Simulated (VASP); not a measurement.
**Gap, carriers and strain in SbAs (F-43m)**

The runs below take SbAs at its given cell and follow the band edges through several levels. The cell is generated by rule, not measured, and may not be a known phase.

Program: VASP 6.6.1. Level of theory: PBEsol; plane waves and PAW (As, Sb), in the first sound run; inputs show where later runs differ. Results are calculated unless marked as measured.

The structure was built from a prototype and need not be the compound's stable phase.

### 1. Set-up

The structure is cubic, space group F-43m (No. 216). Conventional cell: a = 6.028 Å, b = 6.028 Å, c = 6.028 Å, α = 90.00°, β = 90.00°, γ = 90.00°. Nearest to As lie 4 Sb at 2.61 Å. Sb has 4 As at 2.61 Å nearest. Farther neighbours are not listed.

### 2. Relaxation of the atoms

The cell is kept as given; the atoms are relaxed first, so that no residual force shifts the band edges.

Contents of INCAR:

```
SYSTEM = SbAs
PREC = Accurate
ENCUT = 400
EDIFF = 1E-06
NELM = 100
ISMEAR = 0
SIGMA = 0.02
LREAL = .FALSE.
ALGO = Normal
GGA = PS
NBANDS = 11
LORBIT = 11
LWAVE = .FALSE.
LCHARG = .FALSE.
KPAR = 4
IBRION = 2
NSW = 40
ISIF = 2
EDIFFG = -0.005
```

Contents of POSCAR:

```
SbAs
1.0
    0.0000000000      3.0137700000      3.0137700000
    3.0137700000      0.0000000000      3.0137700000
    3.0137700000      3.0137700000      0.0000000000
As Sb
1 1
Direct
    0.0000000000      0.0000000000      0.0000000000
    0.2500000000      0.2500000000      0.2500000000
```

Contents of KPOINTS:

```
Automatic mesh
0
Gamma
8 8 8
0 0 0
```

The projector-augmented-wave data sets are As and Sb (PBE family, release 64).

On the command line:

```console
mpirun -np 4 vasp_std
```

Log:

```text
[banner, memory and clock lines left out]
running    4 mpi-ranks, on    1 nodes
 distrk:  each k-point on    1 cores,    4 groups
 distr:  one band on    1 cores,    1 groups

 POSCAR found type information on POSCAR AsSb
 POSCAR found :  2 types and       2 ions
|                                                                             |
|               ----> ADVICE to this user running VASP <----                  |
|                                                                             |
|     You enforced a specific xc type in the INCAR file but a different       |
|     [... a line on the potential file left out ...]
|     I HOPE YOU KNOW WHAT YOU ARE DOING!                                     |
|                                                                             |

 LDA part: xc-table for (Slater+PW92), standard interpolation
 POSCAR, INCAR and KPOINTS ok, starting setup
 FFT: planning ... GRIDC
 FFT: planning ... GRID_SOFT
 FFT: planning ... GRID
 WAVECAR not read
 entering main loop
       N       E                     dE             d eps       ncg     rms          rms(c)
DAV:   1     0.217796656592E+02    0.21780E+02   -0.33621E+03   638   0.597E+02
DAV:   2    -0.735492746373E+01   -0.29135E+02   -0.28361E+02   902   0.992E+01
DAV:   3    -0.857544294193E+01   -0.12205E+01   -0.12136E+01   821   0.205E+01
DAV:   4    -0.858420016283E+01   -0.87572E-02   -0.87562E-02   709   0.219E+00
DAV:   5    -0.858429667303E+01   -0.96510E-04   -0.96511E-04   779   0.243E-01    0.436E+00
DAV:   6    -0.849291312671E+01    0.91384E-01   -0.20604E-01   692   0.171E+00    0.270E+00
DAV:   7    -0.847691492178E+01    0.15998E-01   -0.55134E-02   740   0.110E+00    0.790E-01
DAV:   8    -0.847522617435E+01    0.16887E-02   -0.59623E-03   674   0.388E-01    0.100E-01
DAV:   9    -0.847522575349E+01    0.42086E-06   -0.61615E-04   749   0.151E-01    0.292E-02
DAV:  10    -0.847521881230E+01    0.69412E-05   -0.28619E-05   704   0.325E-02    0.109E-02
DAV:  11    -0.847521739331E+01    0.14190E-05   -0.77139E-06   722   0.123E-02    0.389E-03
DAV:  12    -0.847521715078E+01    0.24253E-06   -0.55910E-07   364   0.455E-03
   1 F= -.84752172E+01 E0= -.84745913E+01  d E =-.847522E+01
 curvature:   0.00 expect dE= 0.000E+00 dE for cont linesearch  0.000E+00
 trial: gam= 0.00000 g(F)=  0.136E-47 g(S)=  0.000E+00 ort = 0.000E+00 (trialstep = 0.100E+01)
 search vector abs. value=  0.100E-09
 reached required accuracy - stopping structural energy minimisation
```

It took 11 s on 4 MPI ranks of AMD EPYC 7R43, shared host; peak memory 0.49 GiB.

Lines that name or quote the potential files are left out of all logs, and their timing lines are given in words.

OUTCAR, selected parts (step 2):

```text
ion  position               nearest neighbor table
   1  0.000  0.000  0.000-   2 2.61   2 2.61   2 2.61   2 2.61
   2  0.250  0.250  0.250-   1 2.61   1 2.61   1 2.61   1 2.61

  LATTYP: Found a face centered cubic cell.
 ALAT       =     6.0275400000

 Subroutine GETGRP returns: Found 24 space group operations
 (whereof 24 operations were pure point group operations)

The static configuration has the point symmetry T_d .

 Found     29 irreducible k-points:

   k-points           NKPTS =     29   k-points in BZ     NKDIM =     29   number of bands    NBANDS=     11

   dimension x,y,z NGX =    28 NGY =   28 NGZ =   28
   dimension x,y,z NGXF=    56 NGYF=   56 NGZF=   56

   ENCUT  =  400.0 eV  29.40 Ry    5.42 a.u.   6.95  6.95  6.95*2*pi/ulx,y,z

   NELECT =      10.0000    total number of electrons

 k-points in reciprocal lattice and weights: Automatic mesh
   0.00000000  0.00000000  0.00000000       0.002
   0.12500000  0.00000000  0.00000000       0.016
   0.25000000  0.00000000  0.00000000       0.016
   0.37500000  0.00000000  0.00000000       0.016
   0.50000000  0.00000000  0.00000000       0.008
   0.12500000  0.12500000  0.00000000       0.012
   0.25000000  0.12500000  0.00000000       0.047
   0.37500000  0.12500000  0.00000000       0.047
   0.50000000  0.12500000  0.00000000       0.047
[...]
-0.37500000  0.50000000  0.12500000       0.023
  -0.25000000  0.50000000  0.25000000       0.012

 average (electrostatic) potential at core
       1 -49.0889       2 -87.0816

 E-fermi :   5.9626

 k-point     1 :       0.0000    0.0000    0.0000
  band No.  band energies     occupation
      1      -8.4312      2.00000
      2       1.5139      2.00000
      3       3.4912      2.00000
      4       3.4912      2.00000
      5       3.4912      2.00000
      6       6.3984      0.00000
      7       6.3984      0.00000
      8       6.3984      0.00000
      9      10.3443      0.00000
     10      13.1182      0.00000
    ...

 k-point     2 :       0.1250    0.0000    0.0000
  band No.  band energies     occupation
      1      -8.2776      2.00000
      2       0.4010      2.00000
      3       3.2562      2.00000
      4       3.2562      2.00000
      5       3.8638      2.00000
      6       6.7317      0.00000
      7       6.7317      0.00000
      8       6.8446      0.00000
      9      11.1057      0.00000
     10      12.4521      0.00000
    ...

 k-point     3 :       0.2500    0.0000    0.0000
  band No.  band energies     occupation
      1      -7.8405      2.00000
      2      -1.3402      2.00000
      3       2.8301      2.00000
      4       2.8301      2.00000
      5       3.7573      2.00000
      6       7.3000      0.00000
      7       7.3000      0.00000
      8       8.3276      0.00000
      9      11.8937      0.00000
     10      12.1967      0.00000
    ...

  Total        4.3662543      4.3662543      4.3662543      0.0000000      0.0000000      0.0000000
  in kB      127.7789434    127.7789434    127.7789434      0.0000000      0.0000000      0.0000000
  external PRESSURE =     127.7789434 kB  Pullay stress =       0.0000000 kB

  energy-cutoff  :      400.00
  volume of cell :       54.75
      direct lattice vectors                 reciprocal lattice vectors
     0.000000000  3.013770000  3.013770000    -0.165905162  0.165905162  0.165905162
     3.013770000  0.000000000  3.013770000     0.165905162 -0.165905162  0.165905162
     3.013770000  3.013770000  0.000000000     0.165905162  0.165905162 -0.165905162

 POSITION                                       TOTAL-FORCE (eV/Angst)
 -----------------------------------------------------------------------------------
      0.00000      0.00000      0.00000         0.000000      0.000000      0.000000
      1.50689      1.50689      1.50689        -0.000000     -0.000000     -0.000000
 -----------------------------------------------------------------------------------
    total drift:                                0.000000      0.000000      0.000000

  FREE ENERGIE OF THE ION-ELECTRON SYSTEM (eV)
  ---------------------------------------------------
  free  energy   TOTEN  =        -8.4752171508 eV

  energy  without entropy=       -8.4739655338  energy(sigma->0) =       -8.47459134

 reached required accuracy - stopping structural energy minimisation

 total charge
# of ion       s       p       d       tot
------------------------------------------
    1        1.334   1.428   0.053   2.814
    2        1.240   1.169   0.062   2.471
--------------------------------------------------
tot          2.574   2.597   0.115   5.285

[... 3 further parts left out ...]
```

CONTCAR:

```
SbAs
   1.00000000000000
     0.0000000000000000    3.0137700000000001    3.0137700000000001
     3.0137700000000001    0.0000000000000000    3.0137700000000001
     3.0137700000000001    3.0137700000000001    0.0000000000000000
  As              Sb
     1     1
Direct
     0.0000000000000000    0.0000000000000000    0.0000000000000000
     0.2500000000000000    0.2500000000000000    0.2500000000000000
```

The k-mesh is coarse for a metal. The PAW data sets were made with PBE, which is usual practice but a small mismatch for other functionals. The run keeps the 24 symmetry operations of its start, so it cannot find a distortion of lower symmetry.

The forces vanish from the start, and no atom moves.

Numbers from this step:

* SCF cycles: 12
* electrons: 10
* bands: 11
* irreducible k-points: 29
* symmetry operations: 24
* free energy (TOTEN): -8.475 eV
* energy at zero smearing: -8.475 eV
* Fermi energy: 5.963 eV
* pressure: 12.78 GPa
* metallic: yes

### 3. Bands on a dense mesh

A dense even mesh and a path are solved together, since either alone can miss a band edge.

INCAR: that of step 2 with these lines changed.

```diff
@@ -10,3 +10,3 @@
 GGA = PS
-NBANDS = 11
+NBANDS = 17
 LORBIT = 11
@@ -15,5 +15,2 @@
 KPAR = 4
-IBRION = 2
-NSW = 40
 ISIF = 2
-EDIFFG = -0.005
```

POSCAR is that of step 2.

Contents of KPOINTS:

```
Automatic mesh
0
Gamma
12 12 12
0 0 0
```

Contents of KPOINTS_OPT:

```
Line mode
24
Line-mode
Reciprocal
  0.00000000   0.00000000   0.00000000 GAMMA
  0.50000000   0.00000000   0.50000000 X

  0.50000000   0.00000000   0.50000000 X
  0.50000000   0.25000000   0.75000000 W

  0.50000000   0.25000000   0.75000000 W
  0.37500000   0.37500000   0.75000000 K

  0.37500000   0.37500000   0.75000000 K
  0.00000000   0.00000000   0.00000000 GAMMA

  0.00000000   0.00000000   0.00000000 GAMMA
  0.50000000   0.50000000   0.50000000 L

  0.50000000   0.50000000   0.50000000 L
  0.62500000   0.25000000   0.62500000 U

  0.62500000   0.25000000   0.62500000 U
  0.50000000   0.25000000   0.75000000 W

  0.50000000   0.25000000   0.75000000 W
  0.50000000   0.50000000   0.50000000 L

  0.50000000   0.50000000   0.50000000 L
  0.37500000   0.37500000   0.75000000 K

  0.62500000   0.25000000   0.62500000 U
  0.50000000   0.00000000   0.50000000 X
```

On the command line:

```console
mpirun -np 4 vasp_std
```

Log:

```text
[banner, memory and clock lines left out]
running    4 mpi-ranks, on    1 nodes
 distrk:  each k-point on    1 cores,    4 groups
 distr:  one band on    1 cores,    1 groups

 POSCAR found type information on POSCAR AsSb
 POSCAR found :  2 types and       2 ions
 [... a notice as in an earlier step ...]

 LDA part: xc-table for (Slater+PW92), standard interpolation
 POSCAR, INCAR and KPOINTS ok, starting setup
 FFT: planning ... GRIDC
 FFT: planning ... GRID_SOFT
 FFT: planning ... GRID
 WAVECAR not read
 entering main loop
       N       E                     dE             d eps       ncg     rms          rms(c)
DAV:   1     0.200112614128E+02    0.20011E+02   -0.31466E+03  2448   0.386E+02
DAV:   2    -0.742706486617E+01   -0.27438E+02   -0.26264E+02  3257   0.791E+01
DAV:   3    -0.864747333307E+01   -0.12204E+01   -0.12154E+01  2942   0.150E+01
DAV:   4    -0.865604680254E+01   -0.85735E-02   -0.85727E-02  3176   0.159E+00
DAV:   5    -0.865614626079E+01   -0.99458E-04   -0.99457E-04  3040   0.172E-01    0.438E+00
DAV:   6    -0.856453965377E+01    0.91607E-01   -0.16685E-01  2742   0.110E+00    0.265E+00
DAV:   7    -0.854799530211E+01    0.16544E-01   -0.53462E-02  3119   0.751E-01    0.746E-01
DAV:   8    -0.854649211084E+01    0.15032E-02   -0.56998E-03  2775   0.279E-01    0.930E-02
DAV:   9    -0.854649362903E+01   -0.15182E-05   -0.48776E-04  3002   0.937E-02    0.176E-02
DAV:  10    -0.854648971868E+01    0.39104E-05   -0.26744E-05  2857   0.201E-02    0.114E-02
DAV:  11    -0.854648785844E+01    0.18602E-05   -0.46655E-06  2993   0.710E-03    0.319E-03
DAV:  12    -0.854648782935E+01    0.29088E-07   -0.39663E-07  1519   0.307E-03
   1 F= -.85464878E+01 E0= -.85464403E+01  d E =-.950905E-04
 Start KPOINTS_OPT (optional k-point list driver)
k-point batch [1-72\240]
       N       E                     dE             ncg
DAV:   1     0.172439132234E+04   -0.16397E+05     2448
DAV:   2    -0.184292913694E+03   -0.19087E+04     3323
DAV:   3    -0.264891184769E+03   -0.80598E+02     2861
DAV:   4    -0.265476304544E+03   -0.58512E+00     3359
DAV:   5    -0.265483489562E+03   -0.71850E-02     3167
DAV:   6    -0.265483625237E+03   -0.13568E-03     3194
DAV:   7    -0.265483628193E+03   -0.29564E-05     2944
DAV:   8    -0.265483628398E+03   -0.20421E-06     2361
[...]
k-point batch [217-240\240]
       N       E                     dE             ncg
DAV:   1     0.137969977499E+05   -0.67880E+04      816
DAV:   2     0.131774260993E+05   -0.61957E+03     1088
DAV:   3     0.131528235412E+05   -0.24603E+02     1010
DAV:   4     0.131526335242E+05   -0.19002E+00     1039
DAV:   5     0.131526307647E+05   -0.27595E-02     1072
DAV:   6     0.131526307063E+05   -0.58398E-04     1015
DAV:   7     0.131526307049E+05   -0.14689E-05     1064
DAV:   8     0.131526307048E+05   -0.47403E-07      670
```

Run time: 87 s. Hardware: 4 MPI ranks; peak memory 0.7 GiB; 5.7 min of CPU time.

OUTCAR, selected parts (step 3):

```text
The static configuration has the point symmetry T_d .

 Found     72 irreducible k-points:

   k-points           NKPTS =     72   k-points in BZ     NKDIM =     72   number of bands    NBANDS=     17

   NELECT =      10.0000    total number of electrons

 E-fermi :   6.0950

 k-point     1 :       0.0000    0.0000    0.0000
  band No.  band energies     occupation
      1      -8.4313      2.00000
      2       1.5125      2.00000
      3       3.4914      2.00000
      4       3.4914      2.00000
      5       3.4914      2.00000
      6       6.3972      0.00000
      7       6.3972      0.00000
      8       6.3972      0.00000
      9      10.3427      0.00000
     10      13.1177      0.00000
    ...

 k-point     2 :       0.0833    0.0000    0.0000
  band No.  band energies     occupation
      1      -8.3626      2.00000
      2       0.9307      2.00000
      3       3.3775      2.00000
      4       3.3775      2.00000
      5       3.7470      2.00000
      6       6.5583      0.00000
      7       6.5583      0.00000
      8       6.5756      0.00000
      9      10.7114      0.00000
     10      12.7089      0.00000
    ...

  Total        4.3205551      4.3205551      4.3205551      0.0000000      0.0000000      0.0000000
  in kB      126.4415510    126.4415510    126.4415510      0.0000000      0.0000000      0.0000000
  external PRESSURE =     126.4415510 kB  Pullay stress =       0.0000000 kB

 POSITION                                       TOTAL-FORCE (eV/Angst)
 -----------------------------------------------------------------------------------
      0.00000      0.00000      0.00000        -0.000000     -0.000000     -0.000000
      1.50689      1.50689      1.50689         0.000000      0.000000      0.000000
 -----------------------------------------------------------------------------------
    total drift:                                0.000000      0.000000      0.000000

  FREE ENERGIE OF THE ION-ELECTRON SYSTEM (eV)
  ---------------------------------------------------
  free  energy   TOTEN  =        -8.5464878294 eV

  energy  without entropy=       -8.5463927388  energy(sigma->0) =       -8.54644028

 total charge
# of ion       s       p       d       tot
------------------------------------------
    1        1.333   1.429   0.053   2.814
    2        1.243   1.165   0.062   2.471
--------------------------------------------------
tot          2.576   2.594   0.115   5.285

[... 6 parts as in an earlier step ...]

[... 6 further parts left out ...]
```

This step gave:

```yaml
bands: 17
irreducible_k_points: 72
free_energy_toten: -8.546 eV
fermi_energy: 6.095 eV
pressure: 12.64 GPa
```

Electronic bands along the path, in eV, zero at the Fermi level; # counts the bands kept, so #1 is VASP's band 2:

```
          point      #1     #2     #3     #4     #5    #6    #7    #8
              Γ   -4.58  -2.60  -2.60  -2.60   0.30  0.30  0.30  4.25
0.48 of the way   -7.57  -4.05  -4.05  -0.89  -0.36  2.70  2.70  4.40
              X  -10.57  -4.97  -4.97  -1.33  -0.97  5.72  5.72  7.00
0.48 of the way  -10.55  -5.25  -5.24  -0.48  -0.21  4.32  4.63  6.88
              W  -10.52  -5.51  -5.49   1.14   1.32  2.08  2.98  6.87
0.48 of the way  -10.44  -5.74  -5.04  -0.07   1.40  2.97  3.55  6.15
              K  -10.38  -5.83  -4.63  -0.94   1.39  3.90  4.21  5.18
0.48 of the way   -8.16  -4.86  -3.34  -1.09   1.45  1.46  2.44  5.32
              Γ   -4.58  -2.60  -2.60  -2.60   0.30  0.30  0.30  4.25
0.48 of the way   -7.29  -3.23  -3.23  -2.31   1.16  1.16  2.08  5.80
              L   -9.59  -3.70  -3.70  -2.72   1.53  1.53  4.72  6.61
0.48 of the way   -9.76  -5.26  -4.07  -1.09   1.47  2.44  4.03  5.96
              U  -10.38  -5.83  -4.63  -0.94   1.39  3.90  4.21  5.18
0.48 of the way  -10.43  -5.75  -4.99  -0.20   1.40  3.07  3.63  6.05
              W  -10.52  -5.51  -5.49   1.14   1.32  2.08  2.98  6.87
0.48 of the way   -9.88  -5.52  -4.39  -0.48   1.25  2.91  3.78  5.30
              L   -9.59  -3.70  -3.70  -2.72   1.53  1.53  4.72  6.61
0.52 of the way   -9.80  -5.38  -4.13  -1.00   1.54  2.59  3.88  5.83
              K  -10.38  -5.83  -4.63  -0.94   1.39  3.90  4.21  5.18
      jump to U  -10.38  -5.83  -4.63  -0.94   1.39  3.90  4.21  5.18
0.48 of the way  -10.55  -5.38  -4.88  -1.11  -0.25  4.93  5.19  6.38
              X  -10.57  -4.97  -4.97  -1.33  -0.97  5.72  5.72  7.00
```

Of the projections kept (As, Sb), the largest for each band there; the rest of the weight can lie on other orbitals:

```
point       #1       #2       #3       #4       #5       #6       #7       #8
    Γ  Sb 0.51  As 0.63  As 0.63  As 0.63  Sb 0.65  Sb 0.65  Sb 0.65  Sb 0.80
    X  Sb 0.88  As 0.54  As 0.54  Sb 0.66  As 0.59  As 0.50  As 0.50  As 0.83
    W  Sb 0.88  Sb 0.51  As 0.57  As 0.71  Sb 0.73  As 0.76  Sb 0.80  As 0.63
    K  Sb 0.80  As 0.52  As 0.55  Sb 0.53  As 0.57  Sb 0.55  Sb 0.51  As 0.58
    Γ  Sb 0.51  As 0.63  As 0.63  As 0.63  Sb 0.65  Sb 0.65  Sb 0.65  Sb 0.80
    L  Sb 0.62  As 0.57  As 0.57  Sb 0.54  Sb 0.57  Sb 0.57  As 0.68  As 0.72
```

The electronic bands as a text plot (rows in eV, shown from -8.0 to 6.1 only):

```
    5.8 | **     **        **  **    ****   *   *     *    *  * *
    5.2 |  *  ***  *    **   ** *   *        ***    **      ** *
    4.6 | * ** *   *      *      * *     ***          *****   *
    4.0 |*    *     *   **        *     *   *  **    *       **
    3.4 |           ** ****            *     ** ** **      ***
    2.8 |    *        **   *                 *   ** **     *
    2.3 |   *        **   *****       *     *     **  *   * *
    1.7 |  *           ***   * *     * *********** *   *** * *
    1.1 |            **       * *    **           * ***   *
    0.5 |**         *          ******            * *          *
   -0.1 | *  **     *  *                            *          *
   -0.7 |  **  *****    *****                ****    *     ***  *
   -1.3 |  * ******          **             *         *   *   ***
   -1.8 | *                    **          *           *
   -2.4 |*                       **********             **
   -3.0 | *                   ***   ***
   -3.6 |  **               ** *       *****           ***
   -4.2 |    *            **  *             **       *** ****
   -4.8 |*    *****    ***   *   ***       *  ***   * *   *  ****
   -5.4 | *        ****     *               *    *** *     *   *
   -5.9 |              *****    *   *        ***** **       ***
   -6.5 |  *                   *     *
   -7.1 |   *
   -7.7 |    *                *       *
         Γ       X    W  K        Γ      L     U  W     L   K|U X
```

At 12.6 GPa the cell is away from the equilibrium volume of this level: left free, it would expand.

(Continued in part 2 of 3.)

[Lines on the potential files, build, host, timing and source positions are cut from VASP's logs without a mark.]

[Logs are printed without paths, hosts, clocks, repeated set-up lines and the standing remarks that a program may print on its own settings, such as how far it seeks lower states.]

[Hosts, paths, dates, database ids (printed as entryN), source tags and the programs' standing remarks are cut or masked in the printed files.]

[In band tables of VASP the shares of atoms and orbitals are scaled to a sum of 1 inside the atoms' spheres.]

[Gaps and slopes under strain along one axis are those of the sampled path and mesh points; where strain splits equal valleys, another of them can be the edge.]
